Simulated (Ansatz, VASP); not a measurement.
## PbSe in VASP and in Ansatz

POSCAR

```
PbSe
1.0
    0.0000000000      3.4232041400      3.4440856853
    3.4232041400      0.0000000000      3.4440856853
    3.4232041400      3.4232041400      0.0000000000
Pb Se
1 1
Direct
    0.0000000000      0.0000000000      0.0000000000
    0.2500000000      0.2500000000      0.2500000000
```

The input INCAR.step1:

```
PREC     = Accurate       # precision mode
ENCUT    = 520            # plane-wave cutoff, eV
ISMEAR   = 0              # smearing method
SIGMA    = 0.01           # smearing width, eV
LREAL    = False          # projectors in reciprocal space
LASPH    = True           # aspherical terms in the spheres
NELM     = 80             # most SCF steps
NBANDS   = 17             # bands
GGA      = PE             # functional
ALGO     = Normal         # electronic algorithm
EDIFF    = 1E-4           # SCF threshold, eV
LWAVE    = True           # write WAVECAR
LCHARG   = False          # write CHGCAR
```

The input INCAR.step2:

```
PREC     = Accurate       # precision mode
ENCUT    = 520            # plane-wave cutoff, eV
EDIFF    = 1E-7           # SCF threshold, eV
ISMEAR   = 0              # smearing method
SIGMA    = 0.01           # smearing width, eV
LREAL    = False          # projectors in reciprocal space
LASPH    = True           # aspherical terms in the spheres
NELM     = 80             # most SCF steps
ALGO     = Normal         # electronic algorithm
ISIF     = 2              # what is computed and relaxed
LWAVE    = False          # write WAVECAR
LCHARG   = False          # write CHGCAR
METAGGA  = R2SCAN         # meta-GGA
LMIXTAU  = True         
NBANDS   = 17             # bands
ISTART   = 1
```

The input KPOINTS:

```
regular mesh
0
Gamma
  6 6 6
```

Input for Ansatz:

```yaml
crystal:
  lattice:
    - [0.0, 3.42320414, 3.4440856853]
    - [3.42320414, 0.0, 3.4440856853]
    - [3.42320414, 3.42320414, 0.0]
  atoms:
    - { symbol: Pb, position: [0.0, 0.0, 0.0] }
    - { symbol: Se, position: [0.25, 0.25, 0.25] }
kpoints:
  mp_grid: { grid: [6, 6, 6] }
  band_path:
    path:
      - [0.0, 0.0, 0.0]
      - [-0.5, -0.5, 0.0]
      - [-0.375, -0.375, 0.25]
      - [-0.375, 0.0, 0.375]
      - [0.0, 0.0, 0.5]
      - [-0.5, -0.25, 0.25]
      - [0.252604, -0.5, -0.247396]
      - [0.0, 0.5, 0.5]
    npoints: 1
hamiltonian:
  xc: r2scan
scf:
  occupations: { method: fixed }
  n_extra_bands: 4
output:
  forces: true
  stress: true
  eigenvalues: true
  write_density: true
  write_potential: true
  elf: true
  volumetric_format: npy
```

Change from the starting cell: uniaxial_z strain +0.6%.

Alike in both runs: task single point; functional r2SCAN; k mesh 6 × 6 × 6; no spin polarisation.

|  | VASP | Ansatz |
| --- | --- | --- |
| version | VASP 6.6.1 | Ansatz 0.2.0 |
| potentials or method | VASP PAW PBE potentials, release 64 (Pb_d, Se) | plane waves, PAW |
| plane-wave cutoff (eV) | 520 | 500 |
| occupations | gaussian, width 0.01 eV | fixed |
| valence electrons in the cell | 20 | 30 |

|  | VASP | Ansatz | Ansatz less VASP |
| --- | --- | --- | --- |
| gap on the k mesh at the Fermi level (eV) | 0.92 | 0.92 | +0.001 |
| pressure (GPa) | -0.2 | -0.2 | 0.00 |

The two sets of potentials don't hold the same shells in valence.

Caveats: the PAW data sets were made with another functional, which shifts forces and pressure a little (VASP); spin-orbit coupling is left out, which as a rule narrows the gap of such compounds by several tenths of an eV. A k mesh can miss the band edges.
